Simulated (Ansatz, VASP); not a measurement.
# Cross-check of W (W wire along [100], 16 atoms a period) between VASP and Ansatz

Aim: how closely do two programs agree when they are given the same cell, functional and k mesh? The structure shown is the start of the Ansatz relaxation below; VASP solves that cell, so the two are compared at the walk's first step.

Method: plane waves, with VASP 6.6.1 beside it; single point at PBE, in Ansatz 0.2.0.

### Step 1. Set-up

The cell holds 16 atoms: 16 W. Its edges and angles: a = 16.310 Å, b = 16.310 Å, c = 3.170 Å, α = 90.0°, β = 90.0°, γ = 90.0°. Vacuum lies along a and b. The structure's axis is c.

### Step 2. Ansatz: relaxation, PBE

Ansatz runs on its PAW soft_1 files.

The two programs are compared at the cell with which this relaxation starts, whose forces are those of its first step.

File input.yaml:

```yaml
crystal:
  lattice:
    - [16.31, 0.0, 0.0]
    - [0.0, 16.31, 0.0]
    - [0.0, 0.0, 3.17]
  atoms:
    - { symbol: W, position: [0.208461067, 0.5, 0.0] }
    - { symbol: W, position: [0.402820356, 0.305640711, 0.0] }
    - { symbol: W, position: [0.402820356, 0.5, 0.0] }
    - { symbol: W, position: [0.402820356, 0.694359289, 0.0] }
    - { symbol: W, position: [0.597179644, 0.305640711, 0.0] }
    - { symbol: W, position: [0.597179644, 0.5, 0.0] }
    - { symbol: W, position: [0.597179644, 0.694359289, 0.0] }
    - { symbol: W, position: [0.791538933, 0.5, 0.0] }
    - { symbol: W, position: [0.305640711, 0.402820356, 0.5] }
    - { symbol: W, position: [0.305640711, 0.597179644, 0.5] }
    - { symbol: W, position: [0.5, 0.208461067, 0.5] }
    - { symbol: W, position: [0.5, 0.402820356, 0.5] }
    - { symbol: W, position: [0.5, 0.597179644, 0.5] }
    - { symbol: W, position: [0.5, 0.791538933, 0.5] }
    - { symbol: W, position: [0.694359289, 0.402820356, 0.5] }
    - { symbol: W, position: [0.694359289, 0.597179644, 0.5] }
kpoints:
  mp_grid: { grid: [1, 1, 26] }
scf:
  occupations: { method: fermi_dirac, width: 0.05 }
hamiltonian:
  xc: pbe
  pseudopotentials: { kind: paw, azcp: { folder: soft_1 } }
relax:
  cell: { fix: [a, b, alpha, beta, gamma] }
  max_steps: 45
  f_tol: 0.03
```

Launch:

```sh
$ ansatz run input.yaml --threads 4 --pin off --max-ram 16384MiB --backend cpu --events-out ev --progress --plain --runs-dir out
```

Numbers of over 12 decimals in the logs are rounded to 6 here.

The program printed:

```text
Engine: ansatz 0.2.0, aarch64-unknown-linux-gnu
Pseudopotentials: kind: paw
Pseudopotential: W, paw, valence charge 14, recommended cutoff 420 eV (normal), soft_1/W.paw.azcp
Functional definition: PBE
  parameter kappa = 0.804
  parameter beta = 0.066725
  exchange = pbe_x(kappa = kappa, mu = beta*pi^2/3)
  correlation = pbe_c(beta = beta)
Crystal: 16 atoms, lattice volume = 843.271 Å³
Basis set: ecut = 420 eV, 16483 PW (Γ), exchange–correlation on 240×240×48 points (8 copies of the dense FFT grid, shifted against one another)
Bands: 135, of which v1, the nominal top of the filled ones, is band 112 counted from 1 (111 counted from 0)
Symmetry: 16 space group operations
Space group: P42/mmc (ITA 131), of the structure as read, at distance tolerance 9.4e-5 Å
k-points: 14 of 26
Non-local potential: W, projectors of the file, l = 0: 3, l = 1: 2, l = 2: 2, l = 3: 1
PAW form: soft (Blöchl's): semilocal exchange-correlation on the pseudo side does not see the compensation charge
PAW one-centre angular grid: W, 590 points (default); XC on 64 Gauss nodes
Initial density: superposition of atomic densities (neutral atoms: chi_scale 0, normalization atom)
Initial wavefunctions: pseudopotential atomic-orbital guess
Functional: x = pbe(κ = 0.804, μ = 0.219515), c = pbe(β = 0.066725)
SCF iter   1: F=—  HF=-166163.019310 eV  |F-HF|=—  |Δ(HF+E_count)|=         —  Δρ=4.29e-2  dr2=1.02e2  ethr=3.10e-3  ⟨swp⟩=9.6  Hψ=8880  notcnv=0
preconditioner: auto → LDOS  [metal: Δε(μ)=0.027 eV  Ē_g=4.565 eV  σ=0.050 eV  W_gap=0.13  n_scr=142 (ndim 8)  ℏωp=12.5 eV  f_vac=0.550  D(μ)=14.09/eV (n_scr^D=68)  β→1.0]
SCF iter   2: F=—  HF=-166161.873957 eV  |F-HF|=—  |Δ(HF+E_count)|=    1.15e0  Δρ=4.41e-2  dr2=1.32e2  ethr=3.10e-3  ⟨swp⟩=5.9  Hψ=5767  notcnv=0  defer=46
SCF iter   3: F=—  HF=-166151.598934 eV  |F-HF|=—  |Δ(HF+E_count)|=    1.03e1  Δρ=9.19e-3  dr2=2.28e0  ethr=3.10e-3  ⟨swp⟩=4.4  Hψ=4748  notcnv=0  defer=43
SCF iter   4: F=—  HF=-166151.330110 eV  |F-HF|=—  |Δ(HF+E_count)|=   2.69e-1  Δρ=3.10e-3  dr2=2.33e-1  ethr=1.02e-3  ⟨swp⟩=3.4  Hψ=3104  notcnv=0  defer=31
SCF iter   5: F=—  HF=-166151.325386 eV  |F-HF|=—  |Δ(HF+E_count)|=   4.72e-3  Δρ=1.16e-3  dr2=2.79e-2  ethr=1.04e-4  ⟨swp⟩=3.6  Hψ=3160  notcnv=0  defer=31
SCF iter   6: F=—  HF=-166151.323462 eV  |F-HF|=—  |Δ(HF+E_count)|=   1.92e-3  Δρ=4.69e-4  dr2=5.36e-3  ethr=1.25e-5  ⟨swp⟩=3.1  Hψ=3996  notcnv=0  defer=31
SCF iter   7: F=—  HF=-166151.323290 eV  |F-HF|=—  |Δ(HF+E_count)|=   1.72e-4  Δρ=1.30e-4  dr2=3.12e-4  ethr=2.39e-6  ⟨swp⟩=2.0  Hψ=2532  notcnv=0  defer=31
SCF iter   8: F=—  HF=-166151.323389 eV  |F-HF|=—  |Δ(HF+E_count)|=   9.91e-5  Δρ=4.90e-5  dr2=5.85e-5  ethr=1.39e-7  ⟨swp⟩=2.7  Hψ=3251  notcnv=0  defer=31
SCF iter   9: F=—  HF=-166151.323408 eV  |F-HF|=—  |Δ(HF+E_count)|=   1.85e-5  Δρ=1.42e-5  dr2=3.95e-6  ethr=2.61e-8  ⟨swp⟩=2.2  Hψ=2785  notcnv=0  defer=31
SCF iter  10: F=—  HF=-166151.323410 eV  |F-HF|=—  |Δ(HF+E_count)|=   2.71e-6  Δρ=6.11e-6  dr2=8.35e-7  ethr=1.76e-9  ⟨swp⟩=2.6  Hψ=2990  notcnv=0  defer=31
SCF iter  11: F=-166151.323411 eV  HF=-166151.323411 eV  |F-HF|=3.29e-8  |Δ(HF+E_count)|=   3.32e-7  Δρ=2.50e-6  dr2=7.63e-8  ethr=4.46e-11  ⟨swp⟩=3.9  Hψ=7699  notcnv=0
SCF 1 converged in 11 iterations: F = -166151.323411 eV  dr2 = 7.63e-8
  greatest PAW one-centre occupation: 0.999 electrons in one spin orbital (limit 2), on the W atom at site 12 (counted from 0), in its partial waves of l = 0
relax step   1: F+E_penalty+E_count = -166151.32341086 eV  Δ(F+E_penalty+E_count) = +0.000e0 eV  max|allowed force component| = 2.500e0 eV/Å  Δτ_max = 0.0000 Å  P = -5.554 GPa  Ω = 843.271 Å³  fix = [a, b, alpha, beta, gamma]  reactions: a -4.466, b -4.466 GPa  (11 SCF iters, dr2 threshold 1.00e-7 eV, accepted)
[...]
relax step   5: F+E_penalty+E_count = -166153.09476259 eV  Δ(F+E_penalty+E_count) = -3.725e-3 eV  max|allowed force component| = 3.845e-2 eV/Å  Δτ_max = 0.0060 Å  P = -0.002 GPa  Ω = 814.349 Å³  energy of the carried Pulay correction = +4.432e-3 eV  fix = [a, b, alpha, beta, gamma]  reactions: a -0.038, b -0.038 GPa  (6 SCF iters, dr2 threshold 3.96e-7 eV, accepted)
[...]
relax step   6: F+E_penalty+E_count = -166153.09496638 eV  Δ(F+E_penalty+E_count) = -2.038e-4 eV  max|allowed force component| = 5.272e-3 eV/Å  Δτ_max = 0.0018 Å  P = -0.019 GPa  Ω = 814.783 Å³  energy of the carried Pulay correction = +4.365e-3 eV  fix = [a, b, alpha, beta, gamma]  reactions: a -0.028, b -0.028 GPa  (6 SCF iters, dr2 threshold 9.24e-8 eV, accepted)
[...]
relax step   7: F+E_penalty+E_count = -166153.09074603 eV  Δ(F+E_penalty+E_count) = +4.220e-3 eV  max|allowed force component| = 5.328e-3 eV/Å  Δτ_max = 0.0000 Å  P = -0.019 GPa  Ω = 814.783 Å³  fix = [a, b, alpha, beta, gamma]  reactions: a -0.027, b -0.027 GPa  stress off target by 3.34e-3 GPa on what of the cell is left free  SCF on the basis re-selected at this cell (its energy is not comparable with the rows above)  (5 SCF iters)
basis re-selected at this cell: Δ(F+E_penalty+E_count) = +4.220e-3 eV, ΔP = -0.001 GPa vs the last step (what re-selecting the basis moved, of the pressure what is left beyond the Pulay correction that the steps carried, after the strain that the cell walked since its last selection, with what the two solves' SCF thresholds leave and, on support functions, any second-order correction that the steps lacked; it is no m [...]
SCF converged after 5 iterations
Free energy (F): -166153.090746 eV
Harris-Foulkes:  -166153.090746 eV  (|F-HF|=1.75e-10)
Internal energy: -166152.966978 eV  (E = F + TS)
E sigma→0 (E₀):  -166153.028862 eV
Entropy (-TS):   -0.123768 eV (-7.735 meV/atom)
Fermi energy:    4.118719 eV
--- Per-component energies (eV) ---
  E_band       = -5403.211066
  E_kinetic    = 6737.946960
  E_local      = -139179.182333  (includes V_loc(G=0)·N_el)
  E_nonlocal   = -395.245716
  E_hartree    = 66855.871572
  E_xc         = -4263.676232
  E_vxc        = -3674.799674  (∫ρ·V_xc dr)
  E_paw        = -137247.802105  (= ΣΔE_a)
  E_vpaw       = -2603.676150  (= ΣTr[D̂ρ^β])
  E_aug_tail   = 0.002393  (compensation charges beyond the density's cutoff)
  E_ewald      = 41339.118482
  E_smearing   = -0.123768  (= −TS)
  E_closure    = 0.000000  (closes the sum)
  Σ components = -166153.090746   (vs F -166153.090746, Δ=0.00e0)
--- Forces (eV/Å), atoms counted from 1 ---
  atom   1  W     -0.00019625     0.00000000     0.00000000
  atom   2  W      0.00351370    -0.00143742     0.00000000
  atom   3  W      0.00532817     0.00000000     0.00000000
  atom   4  W      0.00351370     0.00143742     0.00000000
  atom   5  W     -0.00351370    -0.00143742     0.00000000
  atom   6  W     -0.00532817     0.00000000     0.00000000
  atom   7  W     -0.00351370     0.00143742     0.00000000
  atom   8  W      0.00019625     0.00000000     0.00000000
  atom   9  W     -0.00143742     0.00351370     0.00000000
  atom  10  W     -0.00143742    -0.00351370     0.00000000
  atom  11  W      0.00000000    -0.00019625     0.00000000
  atom  12  W      0.00000000     0.00532817     0.00000000
  atom  13  W      0.00000000    -0.00532817     0.00000000
  atom  14  W      0.00000000     0.00019625     0.00000000
  atom  15  W      0.00143742     0.00351370     0.00000000
  atom  16  W      0.00143742    -0.00351370     0.00000000
  max |Σ_I F_I| component: 1.73e-18 eV/Å
--- Stress (GPa, compression-positive) ---
       -0.027291       0.000000       0.000000
        0.000000      -0.027291       0.000000
        0.000000       0.000000      -0.003340
  P = ⅓ Tr σ = -0.0193 GPa (-0.193 kbar)
--- Relaxed structure (6 steps of the walk, 6 accepted, 1 SCFs on fresh bases) ---
  F+E_penalty+E_count = -166153.09074603 eV   max|allowed force component| = 5.328e-3 eV/Å   (the final SCF, on the basis selected at the relaxed cell)
  cell:  # Å, volume = 814.7827 Å³
    - [16.31, 0.0, 0.0]
    - [0.0, 16.31, 0.0]
    - [0.0, 0.0, 3.062907]
  atoms:
    - { symbol: W, position: [0.218964, 0.5, 0.0] }
    - { symbol: W, position: [0.403597, 0.306059, 0.0] }
    - { symbol: W, position: [0.401457, 0.5, 0.0] }
    - { symbol: W, position: [0.403597, 0.693941, 0.0] }
    - { symbol: W, position: [0.596403, 0.306059, 0.0] }
    - { symbol: W, position: [0.598543, 0.5, 0.0] }
    - { symbol: W, position: [0.596403, 0.693941, 0.0] }
    - { symbol: W, position: [0.781036, 0.5, 0.0] }
    - { symbol: W, position: [0.306059, 0.403597, 0.500000] }
    - { symbol: W, position: [0.306059, 0.596403, 0.500000] }
    - { symbol: W, position: [0.5, 0.218964, 0.500000] }
    - { symbol: W, position: [0.5, 0.401457, 0.500000] }
    - { symbol: W, position: [0.5, 0.598543, 0.500000] }
    - { symbol: W, position: [0.5, 0.781036, 0.500000] }
    - { symbol: W, position: [0.693941, 0.403597, 0.500000] }
    - { symbol: W, position: [0.693941, 0.596403, 0.500000] }
```

Reading the cycles: dr2 is the Hartree energy of the density residual (eV), the measure of convergence; HF is the Harris–Foulkes estimate of the energy, which meets the free energy F at convergence.

(Continued in part 2 of 2.)

[Lines on the potential files, build, host, timing and source positions are cut from VASP's logs without a mark.]

[Logs are printed without paths, hosts, clocks, repeated set-up lines and the standing remarks that a program may print on its own settings, such as how far it seeks lower states.]

[Hosts, paths, dates, database ids (printed as entryN), source tags and the programs' standing remarks are cut or masked in the printed files.]
